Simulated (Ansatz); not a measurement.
# HfC (Pmm2) in Ansatz: a series of runs

The runs below take HfC through band structure, with revPBE, BLYP.

All numbers are computed with Ansatz 0.2.0; they aren't measurements. Logs are shortened: lines on timing, memory, paths and dates and some standing lists are left out, and cuts for length are marked.

## Step 1: Starting point

It takes space group Pmm2 (No. 25, orthorhombic). The conventional cell has a = 2.439 Å, b = 4.695 Å, c = 2.562 Å, α = 90.00°, β = 90.00°, γ = 90.00°. Around Hf (site symmetry mm2) lie 2 C at 2.43 Å and 4 Hf at 2.44 to 2.56 Å. C (site symmetry mm2) is surrounded by 2 Hf at 2.43 Å and 4 C at 2.44 to 2.56 Å.

The cell was built by a generator and needn't be a form met in nature.

## Step 2: Band structure, revPBE

File input.yaml:

```yaml
crystal:
  lattice:
    - [2.43942588, 0.0, 0.0]
    - [0.0, 4.69499661, 0.0]
    - [0.0, 0.0, 2.56227473]
  atoms:
    - { symbol: Hf, position: [0.0, 0.0, 0.0] }
    - { symbol: C, position: [0.0, 0.5, 0.75] }
hamiltonian:
  xc: revpbe
  pseudopotentials: { kind: paw }
kpoints:
  mp_grid: { grid: [11, 6, 10] }
  band_path:
    path:
      - [[0.0, 0.0, 0.0], [-0.5, 0.0, 0.0], [-0.5, 0.0, -0.5], [0.0, 0.0, -0.5], [0.0, 0.0, 0.0], [0.0, -0.5, 0.0], [-0.5, -0.5, 0.0], [-0.5, -0.5, -0.5], [0.0, -0.5, -0.5], [0.0, -0.5, 0.0]]
      - [[0.0, 0.0, -0.5], [0.0, -0.5, -0.5]]
      - [[-0.5, -0.5, 0.0], [-0.5, 0.0, 0.0]]
      - [[-0.5, 0.0, -0.5], [-0.5, -0.5, -0.5]]
    npoints: 14
scf:
  occupations: { method: fermi_dirac, width: 0.05 }
  n_extra_bands: 6
output:
  forces: true
  stress: true
  eigenvalues: true
  fatbands: false
```

Potentials or basis: Ansatz PAW.

The run is started by

```sh
$ ansatz run input.yaml --threads 2 --pin off --max-ram 5632MiB --backend cpu --events-out ev --progress --plain --runs-dir out
```

What it wrote:

```text
Warning: RAYON_NUM_THREADS=2 ignored (pool sized by the plan → 2); use --threads N
scf.n_extra_bands = 6 over 15 filled bands (N_el = 30.0): the run solves 21 bands
Engine: ansatz 0.2.0, x86_64-unknown-linux-gnu
Pseudopotentials: kind: paw
Pseudopotential: Hf, paw, valence charge 26, recommended cutoff 420 eV (normal), Hf.paw.azcp
Pseudopotential: C, paw, valence charge 4, recommended cutoff 420 eV (normal), C.paw.azcp
Functional definition: revPBE
  parameter kappa = 1.245
  parameter beta = 0.06672455060314922
  exchange = pbe_x(kappa = kappa, mu = beta*pi^2/3)
  correlation = pbe_c(beta = beta)
Crystal: 2 atoms, lattice volume = 29.346 Å³
Basis set: ecut = 420 eV, 559 PW (Γ), exchange–correlation on 36×64×36 points (8 copies of the dense FFT grid, shifted against one another)
Bands: 21, of which v1, the nominal top of the filled ones, is band 15 counted from 1 (14 counted from 0)
Symmetry: 4 space group operations
Space group: Pmm2 (ITA 25), of the structure as read, at distance tolerance 3.1e-5 Å
k-points: 144 of 660 (time reversal used)
Non-local potential: Hf, projectors of the file, l = 0: 3, l = 1: 2, l = 2: 2, l = 3: 3
Non-local potential: C, projectors of the file, l = 0: 2, l = 1: 2, l = 2: 1
PAW form: soft (Blöchl's): semilocal exchange-correlation on the pseudo side does not see the compensation charge
PAW frozen core: Hf, regenerated for the run's functional, and the local potential with it (the file was generated under x = pbe(κ = 0.804, μ = 0.2195149727645171), c = pbe(β = 0.06672455060314922))
PAW frozen core: C, regenerated for the run's functional, and the local potential with it (the file was generated under x = pbe(κ = 0.804, μ = 0.2195149727645171), c = pbe(β = 0.06672455060314922))
PAW one-centre angular grid: Hf, 590 points (default); XC on 64 Gauss nodes
PAW one-centre angular grid: C, 110 points (default); XC on 64 Gauss nodes
Initial density: superposition of atomic densities (neutral atoms: chi_scale 0, normalization atom), corrected by the library's trained network
Initial wavefunctions: pseudopotential atomic-orbital guess
Functional: x = revpbe(κ = 1.245, μ = 0.2195149727645171), c = pbe(β = 0.06672455060314922)
SCF iter   1: F=—  HF=-15976.974362 eV  |F-HF|=—  |Δ(HF+E_count)|=         —  Δρ=7.97e-3  dr2=2.31e-2  ethr=1.77e-3  ⟨swp⟩=5.5  Hψ=12724  notcnv=0  defer=10
preconditioner: auto → none  [metal: Δε(μ)=0.016 eV  Ē_g=17.983 eV  σ=0.050 eV  W_gap=0.08  n_scr=8 (ndim 8)  ℏωp=36.3 eV  f_vac=0.000  D(μ)=1.67/eV (n_scr^D=16)  sad-step TF]
SCF iter   2: F=—  HF=-15976.973927 eV  |F-HF|=—  |Δ(HF+E_count)|=   4.35e-4  Δρ=5.53e-3  dr2=1.58e-2  ethr=7.70e-5  ⟨swp⟩=1.3  Hψ=4334  notcnv=0  defer=33
SCF iter   3: F=—  HF=-15976.972466 eV  |F-HF|=—  |Δ(HF+E_count)|=   1.46e-3  Δρ=1.36e-3  dr2=6.45e-4  ethr=5.28e-5  ⟨swp⟩=2.8  Hψ=5258  notcnv=0  defer=33
SCF iter   4: F=—  HF=-15976.972253 eV  |F-HF|=—  |Δ(HF+E_count)|=   2.13e-4  Δρ=4.85e-4  dr2=8.74e-5  ethr=2.15e-6  ⟨swp⟩=2.0  Hψ=4991  notcnv=0  defer=33
SCF iter   5: F=—  HF=-15976.972239 eV  |F-HF|=—  |Δ(HF+E_count)|=   1.43e-5  Δρ=1.52e-4  dr2=7.26e-6  ethr=2.91e-7  ⟨swp⟩=2.0  Hψ=4877  notcnv=0  defer=40
SCF iter   6: F=—  HF=-15976.972241 eV  |F-HF|=—  |Δ(HF+E_count)|=   2.15e-6  Δρ=4.05e-5  dr2=2.31e-7  ethr=2.42e-8  ⟨swp⟩=1.9  Hψ=3619  notcnv=0  defer=40
SCF iter   7: F=-15976.972241 eV  HF=-15976.972241 eV  |F-HF|=6.35e-9  |Δ(HF+E_count)|=   2.86e-7  Δρ=6.45e-6  dr2=5.35e-9  ethr=3.33e-10  ⟨swp⟩=8.3  Hψ=14751  notcnv=0
SCF 1 converged in 7 iterations: F = -15976.972241 eV  dr2 = 5.35e-9
NSCF: frozen V_eff on 172 k-points
SCF converged after 7 iterations
Free energy (F): -15976.972241 eV
Harris-Foulkes:  -15976.972241 eV  (|F-HF|=6.35e-9)
Internal energy: -15976.959064 eV  (E = F + TS)
E sigma→0 (E₀):  -15976.965652 eV
Entropy (-TS):   -0.013177 eV (-6.589 meV/atom)
Fermi energy:    16.725982 eV
--- Per-component energies (eV) ---
  E_band       = 10.688271
  E_kinetic    = 512.572350
  E_local      = -6533.216154  (includes V_loc(G=0)·N_el)
  E_nonlocal   = -1216.911317
  E_hartree    = 3081.336587
  E_xc         = -348.922800
  E_vxc        = -326.265921  (∫ρ·V_xc dr)
  E_paw        = -7037.831518  (= ΣΔE_a)
  E_vpaw       = 1411.836426  (= ΣTr[D̂ρ^β])
  E_aug_tail   = 0.000001  (compensation charges beyond the density's cutoff)
  E_ewald      = -4433.842378
  E_core_change = -0.143836  (= ΣΔE_core)
  E_smearing   = -0.013177  (= −TS)
  E_closure    = 0.000000  (closes the sum)
  Σ components = -15976.972241   (vs F -15976.972241, Δ=0.00e0)
--- Forces (eV/Å), atoms counted from 1 ---
  atom   1  Hf     0.00000000     0.00000000     0.13057253
  atom   2  C      0.00000000     0.00000000    -0.13055996
  max |Σ_I F_I| component: 1.26e-5 eV/Å
--- Stress (GPa, compression-positive) ---
       59.249275       0.000000       0.000000
        0.000000     -48.272586       0.000000
        0.000000       0.000000      30.373949
  P = ⅓ Tr σ = 13.7835 GPa (137.835 kbar)
--- Band table (eV; the first three rows and the last of 144) ---
  k-point 0: bands = ["-44.8714", "-13.6055", "-12.3005", "-11.8525", "4.8555", "5.3548", "5.4226", "5.4962", "5.4976", "5.5753", "5.6401", "5.6661", "12.3274", "14.1477", "14.3503", "19.8058", "21.1600", "21.7724", "22.9581", "24.2160", "27.1669"]
  k-point 1: bands = ["-44.8471", "-13.5721", "-12.5884", "-11.8296", "5.0315", "5.3588", "5.4087", "5.5078", "5.5079", "5.5715", "5.6411", "5.6465", "12.7701", "14.1349", "14.7620", "19.1099", "21.2194", "21.8416", "22.0568", "24.3011", "26.5136"]
  k-point 2: bands = ["-44.7830", "-13.4836", "-13.2975", "-11.7691", "5.3584", "5.3680", "5.4449", "5.5382", "5.5382", "5.5616", "5.6447", "5.7151", "13.5779", "14.0411", "15.8961", "17.8285", "20.6117", "21.3736", "22.1496", "24.5314", "25.0188"]
  k-point 143: bands = ["-44.1990", "-15.0712", "-14.3332", "-12.7774", "5.3710", "5.4347", "5.4626", "5.5506", "5.5712", "5.6071", "5.6444", "10.5696", "12.3191", "14.3572", "15.0146", "16.4577", "18.0418", "19.6422", "23.6799", "25.8115", "27.2000"]
```

It took 8.1 s on 2 threads of Intel Xeon at 2.70GHz, shared host; peak memory 0.42 GiB.

Results:

| Quantity | Value |
| --- | --- |
| Free energy | -15976.9722 eV |
| Pressure | 13.8 GPa |
| Largest force | 0.131 eV/Å |
| Band gap on the k mesh | none (metal or under the smearing width) |

Forces on the atoms (eV/Å):
```
Hf   0.000  0.000  0.131
C    0.000  0.000 -0.131
```

Levels at the corners of the path, in eV from the Fermi level:
```
point  band 13  band 14  band 15  band 16  band 17  band 18
    Γ    -4.40    -2.58    -2.38     3.08     4.43     5.05
    X    -3.75    -2.06    -1.01    -0.05     3.66     4.40
    S    -4.72    -1.62    -1.33    -1.10     0.06     4.48
    Y    -4.18    -3.45    -1.64     2.49     4.80     5.24
    Γ    -4.40    -2.58    -2.38     3.08     4.43     5.05
    Z    -6.18    -2.90    -2.24     3.35     4.00     6.01
    U    -4.96    -2.65    -0.49     0.93     3.62     3.75
    R    -4.50    -2.52    -1.66    -0.22     1.20     2.97
    T    -4.21    -2.47    -1.51     1.01     2.85     4.96
    Z    -6.18    -2.90    -2.24     3.35     4.00     6.01
    Y    -4.18    -3.45    -1.64     2.49     4.80     5.24
    T    -4.21    -2.47    -1.51     1.01     2.85     4.96
    U    -4.96    -2.65    -0.49     0.93     3.62     3.75
    X    -3.75    -2.06    -1.01    -0.05     3.66     4.40
    S    -4.72    -1.62    -1.33    -1.10     0.06     4.48
    R    -4.50    -2.52    -1.66    -0.22     1.20     2.97
```

Caveat: spin-orbit coupling is left out, which moves the levels of the heavy elements; the PAW data sets come from PBE, with cores solved anew for the run's functional, which leaves a small shift of forces and pressure.

## Step 3: Band structure, BLYP

Edit input.yaml of step 2 so:

```diff
@@ -9,3 +9,3 @@
 hamiltonian:
-  xc: revpbe
+  xc: blyp
   pseudopotentials: { kind: paw }
```

Potentials or basis: Ansatz PAW.

The run is started by

```sh
$ ansatz run input.yaml --threads 2 --pin off --max-ram 5632MiB --backend cpu --events-out ev --progress --plain --runs-dir out
```

What it wrote:

```text
Warning: RAYON_NUM_THREADS=2 ignored (pool sized by the plan → 2); use --threads N
scf.n_extra_bands = 6 over 15 filled bands (N_el = 30.0): the run solves 21 bands
[... 4 set-up lines as earlier in the session ...]
Functional definition: BLYP
  parameter beta = 0.0042
  parameter a = 0.04918
  parameter b = 0.132
  parameter c = 0.2533
  parameter d = 0.349
  exchange = b88_x(beta = beta)
  correlation = lyp_c(a = a, b = b, c = c, d = d)
Crystal: 2 atoms, lattice volume = 29.346 Å³
Basis set: ecut = 420 eV, 559 PW (Γ), exchange–correlation on 36×64×36 points (8 copies of the dense FFT grid, shifted against one another)
Bands: 21, of which v1, the nominal top of the filled ones, is band 15 counted from 1 (14 counted from 0)
[... 2 set-up lines as earlier in the session ...]
k-points: 144 of 660 (time reversal used)
[... 4 set-up lines as earlier in the session ...]
[... 16 lines left out ...]
NSCF: frozen V_eff on 172 k-points
SCF converged after 7 iterations
Free energy (F): -15991.930041 eV
Harris-Foulkes:  -15991.930041 eV  (|F-HF|=1.49e-8)
Internal energy: -15991.917643 eV  (E = F + TS)
E sigma→0 (E₀):  -15991.923842 eV
Entropy (-TS):   -0.012398 eV (-6.199 meV/atom)
Fermi energy:    17.080201 eV
--- Per-component energies (eV) ---
  E_band       = 20.985206
  E_kinetic    = 514.872047
  E_local      = -6537.123750  (includes V_loc(G=0)·N_el)
  E_nonlocal   = -1215.709019
  E_hartree    = 3083.391630
  E_xc         = -345.680055
  E_vxc        = -320.910927  (∫ρ·V_xc dr)
  E_paw        = -7057.909406  (= ΣΔE_a)
  E_vpaw       = 1413.073360  (= ΣTr[D̂ρ^β])
  E_aug_tail   = 0.000002  (compensation charges beyond the density's cutoff)
  E_ewald      = -4433.842378
  E_core_change = 0.083287  (= ΣΔE_core)
  E_smearing   = -0.012398  (= −TS)
  E_closure    = 0.000000  (closes the sum)
  Σ components = -15991.930041   (vs F -15991.930041, Δ=0.00e0)
--- Forces (eV/Å), atoms counted from 1 ---
  atom   1  Hf     0.00000000     0.00000000     0.03607897
  atom   2  C      0.00000000     0.00000000    -0.03608594
  max |Σ_I F_I| component: 6.97e-6 eV/Å
--- Stress (GPa, compression-positive) ---
       63.941776       0.000000       0.000000
        0.000000     -45.016944       0.000000
        0.000000       0.000000      34.559807
  P = ⅓ Tr σ = 17.8282 GPa (178.282 kbar)
--- Band table (eV; the first three rows and the last of 144) ---
  k-point 0: bands = ["-44.6006", "-13.3293", "-12.0327", "-11.5912", "5.3693", "5.6907", "5.7591", "5.8328", "5.8350", "5.9125", "5.9743", "6.0056", "12.7613", "14.6246", "14.6667", "20.1005", "21.4319", "22.1012", "23.2363", "24.4399", "27.4206"]
  k-point 1: bands = ["-44.5763", "-13.2963", "-12.3191", "-11.5682", "5.5370", "5.6946", "5.7470", "5.8444", "5.8454", "5.9087", "5.9754", "5.9896", "13.1991", "14.6085", "15.0882", "19.4350", "21.4893", "22.1719", "22.3605", "24.5229", "26.7208"]
  k-point 2: bands = ["-44.5122", "-13.2086", "-13.0250", "-11.5079", "5.6978", "5.7037", "5.8410", "5.8749", "5.8758", "5.8988", "5.9790", "6.1578", "13.9752", "14.5044", "16.2862", "18.1970", "20.9415", "21.6382", "22.4693", "24.7475", "25.2448"]
  k-point 143: bands = ["-43.9285", "-14.8024", "-14.0590", "-12.5056", "5.7057", "5.7726", "5.7996", "5.8872", "5.9073", "5.9432", "5.9823", "10.9781", "12.7243", "14.7787", "15.4301", "16.7466", "18.3831", "19.9337", "24.0394", "26.6168", "27.8177"]
```

Run time: 7.1 s. Hardware: 2 threads of Intel Xeon at 2.70GHz, shared host; peak memory 0.42 GiB.

Results:

```yaml
Free_energy: -15991.9300 eV
Pressure: 17.8 GPa
Largest_force: 0.036 eV/Å
Band_gap_on_the_k_mesh: none (metal or under the smearing width)
```

Forces on the atoms (eV/Å):
```
Hf   0.000  0.000  0.036
C    0.000  0.000 -0.036
```

Stress tensor (GPa, compression positive):
```
 63.94   0.00   0.00
  0.00 -45.02   0.00
  0.00   0.00  34.56
```

Levels at the corners of the path, in eV from the Fermi level:
| point | band 12 | band 13 | band 14 | band 15 | band 16 | band 17 | band 18 | band 19 |
| --- | --- | --- | --- | --- | --- | --- | --- | --- |
| Γ | -11.07 | -4.32 | -2.46 | -2.41 | 3.02 | 4.35 | 5.02 | 6.16 |
| X | -8.56 | -3.57 | -1.99 | -1.03 | -0.07 | 3.56 | 4.29 | 5.97 |
| S | -6.10 | -4.65 | -1.57 | -1.28 | -1.12 | 0.04 | 4.37 | 8.08 |
| Y | -8.92 | -4.01 | -3.38 | -1.67 | 2.48 | 4.70 | 5.48 | 5.69 |
| Γ | -11.07 | -4.32 | -2.46 | -2.41 | 3.02 | 4.35 | 5.02 | 6.16 |
| Z | -10.84 | -6.02 | -2.91 | -2.28 | 3.29 | 3.93 | 5.96 | 7.93 |
| U | -7.83 | -4.79 | -2.62 | -0.55 | 0.89 | 3.56 | 4.05 | 4.37 |
| R | -5.98 | -4.45 | -2.45 | -1.60 | -0.29 | 1.19 | 2.90 | 7.03 |
| T | -8.80 | -4.05 | -2.43 | -1.55 | 1.00 | 3.09 | 4.85 | 5.28 |
| Z | -10.84 | -6.02 | -2.91 | -2.28 | 3.29 | 3.93 | 5.96 | 7.93 |
| Y | -8.92 | -4.01 | -3.38 | -1.67 | 2.48 | 4.70 | 5.48 | 5.69 |
| T | -8.80 | -4.05 | -2.43 | -1.55 | 1.00 | 3.09 | 4.85 | 5.28 |
| U | -7.83 | -4.79 | -2.62 | -0.55 | 0.89 | 3.56 | 4.05 | 4.37 |
| X | -8.56 | -3.57 | -1.99 | -1.03 | -0.07 | 3.56 | 4.29 | 5.97 |
| S | -6.10 | -4.65 | -1.57 | -1.28 | -1.12 | 0.04 | 4.37 | 8.08 |
| R | -5.98 | -4.45 | -2.45 | -1.60 | -0.29 | 1.19 | 2.90 | 7.03 |

Caveat: so large a pressure means that the cell lies far from this level's equilibrium, or that cutoff or potentials fall short; spin-orbit coupling is left out, which moves the levels of the heavy elements; the PAW data sets come from PBE, with cores solved anew for the run's functional, which leaves a small shift of forces and pressure.
